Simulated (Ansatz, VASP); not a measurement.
# Two plane-wave programs on C

The input POSCAR:

```
C
1.0
    0.0000000000      1.7089191768      1.7089191768
    1.7089191768      0.0000000000      1.7089191768
    1.7089191768      1.7089191768      0.0000000000
C
2
Direct
    0.0000000000      0.0000000000      0.0000000000
    0.2500000000      0.2500000000      0.2500000000
```

The input INCAR.step1:

```
SYSTEM = C
PREC = Accurate
ENCUT = 520
ISMEAR = 0
SIGMA = 0.01
LREAL = .FALSE.
LASPH = .TRUE.
NELM = 60
NBANDS = 11
GGA = PE
ALGO = Normal
EDIFF = 1E-4
LWAVE = .TRUE.
LCHARG = .FALSE.
```

INCAR.step2

```
SYSTEM = C
PREC = Accurate
ENCUT = 520
EDIFF = 1E-6
ISMEAR = 0
SIGMA = 0.01
LREAL = .FALSE.
LASPH = .TRUE.
NELM = 60
ALGO = Normal
ISIF = 2
LWAVE = .FALSE.
LCHARG = .FALSE.
METAGGA = R2SCAN
LMIXTAU = .TRUE.
NBANDS = 11
ISTART = 1
```

The input KPOINTS:

```
regular mesh
0
G
  12 12 12
  0 0 0
```

Input for Ansatz:

```yaml
crystal:
  lattice:
    - [0.0, 1.7089191768, 1.7089191768]
    - [1.7089191768, 0.0, 1.7089191768]
    - [1.7089191768, 1.7089191768, 0.0]
  atoms:
    - { symbol: C, position: [0.0, 0.0, 0.0] }
    - { symbol: C, position: [0.25, 0.25, 0.25] }
kpoints:
  mp_grid: { grid: [12, 12, 12] }
  band_path:
    path:
      - [0.0, 0.0, 0.0]
      - [0.5, 0.0, 0.5]
      - [0.625, 0.25, 0.625]
      - [0.375, 0.375, 0.75]
      - [0.5, 0.5, 0.5]
      - [0.5, 0.25, 0.75]
      - [0.0, 0.36849, 0.36849]
    npoints: 1
hamiltonian:
  xc: r2scan
scf:
  occupations: { method: fixed }
  n_extra_bands: 4
output:
  forces: true
  stress: true
  eigenvalues: true
```

Change from the starting cell: hydrostatic strain -4.0%.

Alike in both runs: task single point; functional r2SCAN; k mesh 12 × 12 × 12; no spin polarisation.

|  | VASP | Ansatz |
| --- | --- | --- |
| version | VASP 6.6.1 | Ansatz 0.2.0 |
| potentials or method | VASP PAW PBE potentials, release 64 (C) | plane waves, PAW |
| plane-wave cutoff (eV) | 520 | 500 |
| occupations | gaussian, width 0.01 eV | fixed |
| valence electrons in the cell | 8 | 8 |

VASP gave:

* gap on the k mesh at the Fermi level (eV): 4.65
* pressure (GPa): 70.6

Question: Estimate Ansatz's values.

Answer: gap on the k mesh at the Fermi level (eV): 4.69; pressure (GPa): 68.9.

Caveats: the cell as given lies far from equilibrium; so large a pressure means that the cell lies far from this level's equilibrium, or that cutoff or potentials fall short (VASP); the potentials were made for another functional, which shifts forces and pressure (VASP).
